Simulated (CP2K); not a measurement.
# TePb (Fm-3m) in CP2K: notebook, part 2 of 2

CP2K 2026.2. Earlier steps stand in the parts before.

## (3) Band structure, TB-mBJ

The input, tepb_bands.inp:

```
&GLOBAL
  PROJECT tepb_bands
  RUN_TYPE ENERGY
  PRINT_LEVEL LOW
&END GLOBAL
&FORCE_EVAL
  METHOD QS
  &DFT
    BASIS_SET_FILE_NAME BASIS_MOLOPT_UZH
    POTENTIAL_FILE_NAME POTENTIAL_UZH
    &MGRID
      CUTOFF 675
      REL_CUTOFF 60
      NGRIDS 5
    &END MGRID
    &QS
      METHOD GPW
      EPS_DEFAULT 1.0E-9
    &END QS
    &KPOINTS
      SCHEME MONKHORST-PACK 7 7 7
      GAMMA_CENTERED T
      SYMMETRY T
      SYMMETRY_BACKEND SPGLIB
    &END KPOINTS
    &SCF
      SCF_GUESS ATOMIC
      EPS_SCF 1.0E-6
      MAX_SCF 100
      ADDED_MOS 10
      CHOLESKY OFF
      EPS_EIGVAL 1.0E-7
      &DIAGONALIZATION ON
        ALGORITHM STANDARD
      &END DIAGONALIZATION
      &MIXING ON
        METHOD BROYDEN_MIXING
        ALPHA 0.4
        BETA 1.5
        NBUFFER 8
      &END MIXING
      &SMEAR ON
        METHOD FERMI_DIRAC
        ELECTRONIC_TEMPERATURE [K] 580.226
      &END SMEAR
    &END SCF
    &XC
      &XC_FUNCTIONAL
        &MGGA_X_TB09
        &END MGGA_X_TB09
        &LDA_C_PW
        &END LDA_C_PW
      &END XC_FUNCTIONAL
    &END XC
    &PRINT
      &KPOINTS ON
      &END KPOINTS
      &MULLIKEN ON
      &END MULLIKEN
      &MO ON
        ENERGIES T
        OCCUPATION_NUMBERS T
        &EACH
          QS_SCF 0
        &END EACH
        ADD_LAST NUMERIC
      &END MO
      &LOWDIN ON
      &END LOWDIN
      &HIRSHFELD ON
        SHAPE_FUNCTION DENSITY
      &END HIRSHFELD
      &BAND_STRUCTURE
        FILE_NAME bands.bs
        ADDED_MOS 2
        &KPOINT_SET
          UNITS B_VECTOR
          NPOINTS 6
          SPECIAL_POINT GAMMA 0.00000000 0.00000000 0.00000000
          SPECIAL_POINT X 0.50000000 0.00000000 0.50000000
          SPECIAL_POINT W 0.50000000 0.25000000 0.75000000
          SPECIAL_POINT K 0.37500000 0.37500000 0.75000000
          SPECIAL_POINT GAMMA 0.00000000 0.00000000 0.00000000
          SPECIAL_POINT L 0.50000000 0.50000000 0.50000000
          SPECIAL_POINT U 0.62500000 0.25000000 0.62500000
          SPECIAL_POINT W 0.50000000 0.25000000 0.75000000
          SPECIAL_POINT L 0.50000000 0.50000000 0.50000000
          SPECIAL_POINT K 0.37500000 0.37500000 0.75000000
        &END KPOINT_SET
        &KPOINT_SET
          UNITS B_VECTOR
          NPOINTS 6
          SPECIAL_POINT U 0.62500000 0.25000000 0.62500000
          SPECIAL_POINT X 0.50000000 0.00000000 0.50000000
        &END KPOINT_SET
      &END BAND_STRUCTURE
    &END PRINT
  &END DFT
  &SUBSYS
    &CELL
      A 4.5693240200 0.0000000000 0.0000000000
      B 2.2846620100 3.9571506795 0.0000000000
      C 2.2846620100 1.3190502265 3.7308374395
      PERIODIC XYZ
    &END CELL
    &COORD
      SCALED
      Pb  0.0000000000 0.0000000000 0.0000000000
      Te  0.5000000000 0.5000000000 0.5000000000
    &END COORD
    &KIND Pb
      BASIS_SET TZVP-MOLOPT-PBE-GTH-q4
      POTENTIAL GTH-PBE-q4
    &END KIND
    &KIND Te
      BASIS_SET TZVP-MOLOPT-PBE-GTH-q6
      POTENTIAL GTH-PBE-q6
    &END KIND
    &PRINT
      &ATOMIC_COORDINATES ON
      &END ATOMIC_COORDINATES
      &CELL ON
      &END CELL
    &END PRINT
  &END SUBSYS
  &PRINT
    &FORCES ON
    &END FORCES
  &END PRINT
&END FORCE_EVAL
```

Potentials or basis: POTENTIAL_UZH Pb GTH-PBE-q4, Te GTH-PBE-q6; TZVP-MOLOPT-PBE-GTH basis.

Command:

```sh
OMP_NUM_THREADS=1 cp2k.psmp -i tepb_bands.inp -o tepb_bands.out
```

tepb_bands.out:

```text

 CP2K| version string:                                       CP2K version 2026.2
 CP2K| Input file name                                            tepb_bands.inp

 GLOBAL| Force Environment number                                              1
 GLOBAL| Basis set file name                                    BASIS_MOLOPT_UZH
 GLOBAL| Potential file name                                       POTENTIAL_UZH
 GLOBAL| MM Potential file name                                     MM_POTENTIAL
 GLOBAL| Coordinate file name                                      __STD_INPUT__
 GLOBAL| Method name                                                        CP2K
 GLOBAL| Project name                                                 tepb_bands
 GLOBAL| Run type                                                         ENERGY
 GLOBAL| FFT library                                                       FFTW3
 GLOBAL| Diagonalization library                                       ScaLAPACK
[... 5 lines left out ...]
 GLOBAL| Total number of message passing processes                             1
 GLOBAL| Number of threads for this process                                    1
 GLOBAL| CPU model name                                                  UNKNOWN

 CELL| Volume [angstrom^3]:                                            67.459151
 CELL| Vector a [angstrom]:       4.569     0.000     0.000   |a| =     4.569324
 CELL| Vector b [angstrom]:       2.285     3.957     0.000   |b| =     4.569324
 CELL| Vector c [angstrom]:       2.285     1.319     3.731   |c| =     4.569324
 CELL| Angle (b,c), alpha [degree]:                                    60.000000
 CELL| Angle (a,c), beta  [degree]:                                    60.000000
 CELL| Angle (a,b), gamma [degree]:                                    60.000000
 CELL| Numerically orthorhombic:                                              NO
 CELL| Periodicity                                                           XYZ

 CELL_REF| Volume [angstrom^3]:                                        67.459151
 CELL_REF| Vector a [angstrom     4.569     0.000     0.000   |a| =     4.569324
 CELL_REF| Vector b [angstrom     2.285     3.957     0.000   |b| =     4.569324
 CELL_REF| Vector c [angstrom     2.285     1.319     3.731   |c| =     4.569324
 CELL_REF| Angle (b,c), alpha [degree]:                                60.000000
 CELL_REF| Angle (a,c), beta  [degree]:                                60.000000
 CELL_REF| Angle (a,b), gamma [degree]:                                60.000000
 CELL_REF| Numerically orthorhombic:                                          NO
 CELL_REF| Periodicity                                                       XYZ
[... 10 lines left out ...]

  Total number of            - Atomic kinds:                                   2
                             - Atoms:                                          2
                             - Shell sets:                                     2
                             - Shells:                                        14
                             - Primitive Cartesian functions:                  8
                             - Cartesian basis functions:                     36
                             - Spherical basis functions:                     34

  Maximum angular momentum of- Orbital basis functions:                        2
                             - Local part of the GTH pseudopotential:          0
                             - Non-local part of the GTH pseudopotential:      4

 MODULE QUICKSTEP: ATOMIC COORDINATES IN ANGSTROM

   Atom Kind Element         X             Y             Z       Z(eff)     Mass
      1    1 Pb   82      0.000000      0.000000      0.000000   4.0000 207.2000
      2    2 Te   52      4.569324      2.638100      1.865419   6.0000 127.6000

 SCF PARAMETERS         Density guess:                                    ATOMIC
                        --------------------------------------------------------
                        max_scf:                                             100
[... 96 lines left out ...]

  *** SCF run converged in    27 steps ***

  Electronic density on regular grids:         -9.9999999996        0.0000000004
  Core density on regular grids:                9.9999999650       -0.0000000350
  Total charge density on r-space grids:       -0.0000000347
  Total charge density g-space grids:          -0.0000000347

  Overlap energy of the core charge distribution:               0.00000000002223
  Self energy of the core charge distribution:                -24.78996145555788
  Core Hamiltonian energy:                                      4.97134852953981
  Hartree energy:                                              10.89324296885933
  Exchange-correlation energy:                                 -0.44709031051952
  Electronic entropic energy:                                  -0.00000003411350
  Fermi energy:                                                 0.15040729019545

  Total energy:                                                -9.37246030176958
  Total energy (extrapolated to T->0):                         -9.37246028471283

 MO| EIGENVALUES AND OCCUPATION NUMBERS FOR K POINT 1
 MO|
 MO|  Index      Eigenvalue [a.u.]        Eigenvalue [eV]             Occupation
 MO|      1              -0.264362              -7.193661               2.000000
 MO|      2              -0.173140              -4.711390               2.000000
 MO|      3               0.088785               2.415969               2.000000
 MO|      4               0.088785               2.415974               2.000000
 MO|      5               0.130031               3.538310               1.999969
 MO|      6               0.170671               4.644206               0.000032
 MO|      7               0.187271               5.095912               0.000000
 MO|      8               0.187272               5.095919               0.000000
 MO|      9               0.462995              12.598731               0.000000
 MO|     10               0.514934              14.012080               0.000000
 MO|     11               0.514936              14.012111               0.000000
 MO|     12               0.549855              14.962320               0.000000
 MO|     13               0.641105              17.445357               0.000000
[... 268 lines left out ...]
 MO|      4               0.083304               2.266821               2.000000
 MO|      5               0.112405               3.058708               2.000000
 MO|      6               0.206482               5.618663               0.000000
 MO|      7               0.217365               5.914812               0.000000
 MO|      8               0.217366               5.914817               0.000000
 MO|      9               0.400749              10.904928               0.000000
 MO|     10               0.428210              11.652194               0.000000
 MO|     11               0.428211              11.652205               0.000000
 MO|     12               0.562894              15.317114               0.000000
 MO|     13               0.607829              16.539864               0.000000
 MO|     14               0.607829              16.539878               0.000000
 MO|     15               0.735527              20.014705               0.000000
 MO| Sum:                                                              10.000000
 MO| E(Fermi):            0.150407 a.u.          4.092791 eV

 [... the levels of further k-points ...]

 !-----------------------------------------------------------------------------!
                     Mulliken Population Analysis

 #  Atom  Element  Kind  Atomic population                           Net charge
       1     Pb       1          3.070594                              0.929406
       2     Te       2          6.929406                             -0.929406
 # Total charge                             10.000000                  0.000000

 !-----------------------------------------------------------------------------!

 !-----------------------------------------------------------------------------!
                           Hirshfeld Charges

  #Atom  Element  Kind  Ref Charge     Population                    Net charge
      1       Pb     1       4.000          3.781                         0.219
      2       Te     2       6.000          6.219                        -0.219

  Total Charge                                                           -0.000
 !-----------------------------------------------------------------------------!

 LOWDIN POPULATION ANALYSIS

 #  Atom  Element  Kind  Atomic population                           Net charge
       1     Pb       1          4.392463                             -0.392463
       2     Te       2          5.607537                              0.392463
 # Total charge                             10.000000                  0.000000

 KPOINTS| Band Structure Calculation
 KPOINTS| Number of k-point sets                                               2
 KPOINTS| Number of added MOs/bands                                            2
 KPOINTS| Number of k-points in set    1                                      55
 KPOINTS| In units of b-vector [2pi/Bohr]
 KPOINTS| Special point     1       GAMMA     0.000000     0.000000     0.000000
 KPOINTS| Special point     2           X     0.500000     0.000000     0.500000
 KPOINTS| Special point     3           W     0.500000     0.250000     0.750000
 KPOINTS| Special point     4           K     0.375000     0.375000     0.750000
 KPOINTS| Special point     5       GAMMA     0.000000     0.000000     0.000000
 KPOINTS| Special point     6           L     0.500000     0.500000     0.500000
 KPOINTS| Special point     7           U     0.625000     0.250000     0.625000
 KPOINTS| Special point     8           W     0.500000     0.250000     0.750000
 KPOINTS| Special point     9           L     0.500000     0.500000     0.500000
 KPOINTS| Special point    10           K     0.375000     0.375000     0.750000
 KPOINTS| Number of k-points in set    2                                       7
 KPOINTS| In units of b-vector [2pi/Bohr]
 KPOINTS| Special point     1           U     0.625000     0.250000     0.625000
 KPOINTS| Special point     2           X     0.500000     0.000000     0.500000

 ENERGY| Total FORCE_EVAL ( QS ) energy [hartree]             -9.372460301769578
```

It took 43 s on 1 thread of Arm Neoverse V1, shared host; peak memory 0.41 GiB.

What came out:

```yaml
Band_gap_along_the_path: 0.81 eV, direct
Mulliken_charges: Pb +0.93; Te -0.93 e
Hirshfeld_charges: Pb +0.22; Te -0.22 e
```

Levels at the corners of the path, in eV from the Fermi level:
```
point  band 1  band 2  band 3  band 4  band 5  band 6  band 7  band 8  band 9  band 10
    Γ  -12.60   -5.77   -1.97   -1.97   -1.97    4.04    4.04    4.04    5.56     5.56
    X  -10.96   -7.58   -5.20   -3.46   -3.46    2.82    5.45    5.45    6.57    10.03
    W  -10.79   -8.33   -4.48   -4.48   -0.99    1.36    5.04    5.04    7.13     7.13
    K  -10.85   -8.32   -4.82   -2.98   -2.68    3.27    3.48    5.11    5.78     9.60
    Γ  -12.60   -5.77   -1.97   -1.97   -1.97    4.04    4.04    4.04    5.56     5.56
    L  -11.15   -9.01   -1.65   -1.65   -0.44    0.37    0.89    0.89    9.12    10.33
    U  -10.85   -8.32   -4.82   -2.98   -2.68    3.27    3.48    5.11    5.78     9.60
    W  -10.79   -8.33   -4.48   -4.48   -0.99    1.36    5.04    5.04    7.13     7.13
    L  -11.15   -9.01   -1.65   -1.65   -0.44    0.37    0.89    0.89    9.12    10.33
    K  -10.85   -8.32   -4.82   -2.98   -2.68    3.27    3.48    5.11    5.78     9.60
    U  -10.85   -8.32   -4.82   -2.98   -2.68    3.27    3.48    5.11    5.78     9.60
    X  -10.96   -7.58   -5.20   -3.46   -3.46    2.82    5.45    5.45    6.57    10.03
```

Caveat: Mulliken charges move with the basis; this odd mesh misses L, where the gap lies, so gap, dielectric constants and Born charges aren't listed; this is a model potential without an energy functional, so only levels have meaning; the potentials were made for another functional, which shifts forces and pressure; spin-orbit coupling is left out, which moves the levels of the heavy elements; the basis of atomic orbitals isn't converged, which shifts pressures, moduli and gaps.

## (4) For comparison

An earlier run on the cell as given: functional PBEsol; potentials or basis POTENTIAL_UZH Pb GTH-PBE-q4, Te GTH-PBE-q6; TZVP-MOLOPT-PBE-GTH basis; density cutoff 6123 eV; k mesh 7 × 7 × 7; occupations fermi-dirac, width 0.05 eV; no spin polarisation.

* Pressure: 1.6 GPa
* Mulliken charges: Pb +0.49; Te -0.49 e
* Hirshfeld charges: Pb +0.16; Te -0.16 e

## (5) Summary

```tsv
task	level	potentials or basis	EPS_DEFAULT	NGRIDS	points a segment of the path (NPOINTS)	bands added on the path	CUTOFF of the grids	pressure (GPa)
band structure	r2SCAN	POTENTIAL_UZH Pb GTH-SCAN-q4, Te GTH-SCAN-q6; TZVP-MOLOPT-SCAN-GTH basis	1.0E-10	4	10	4	675 Ry	0.4
band structure	TB-mBJ	POTENTIAL_UZH Pb GTH-PBE-q4, Te GTH-PBE-q6; TZVP-MOLOPT-PBE-GTH basis	1.0E-9	5	6	2	675 Ry	-
single point	PBEsol	POTENTIAL_UZH Pb GTH-PBE-q4, Te GTH-PBE-q6; TZVP-MOLOPT-PBE-GTH basis	1.0E-10	4	-	-	450 Ry	1.6
```

Alike in all rows: no spin polarisation; cell as given; k mesh 7 × 7 × 7; smearing fermi-dirac 0.05 eV.

Caveats: the basis of atomic orbitals isn't converged, which shifts pressures, moduli and gaps; spin-orbit coupling is left out, which moves the levels of the heavy elements (some runs); the potentials were made for another functional, which shifts forces and pressure (some runs); this is a model potential without an energy functional, so only levels have meaning (some runs).

Absolute energies hang on the potentials; compare differences alone.

## (6) Comparison with measurements

Step 2. Measured gap of TePb: 0.19 eV (direct; 4.2 K; a printed reference work, monograph). This calculation gives 0.79 eV (+0.60 eV). Spin-orbit coupling on Pb, Te is left out. The value is that of r2SCAN in an atomic basis (POTENTIAL_UZH Pb GTH-SCAN-q4, Te GTH-SCAN-q6; TZVP-MOLOPT-SCAN-GTH basis), whose error adds to the functional's,, without temperature or zero-point motion.

Step 3. Against the measured gap of TePb, 0.19 eV (direct; 4.2 K; a printed reference work, monograph), the calculated 0.81 eV is off by +0.62 eV. Spin-orbit coupling on Pb, Te is left out. The value is that of TB-mBJ in an atomic basis (POTENTIAL_UZH Pb GTH-PBE-q4, Te GTH-PBE-q6; TZVP-MOLOPT-PBE-GTH basis), whose error adds to the functional's,, without temperature or zero-point motion.
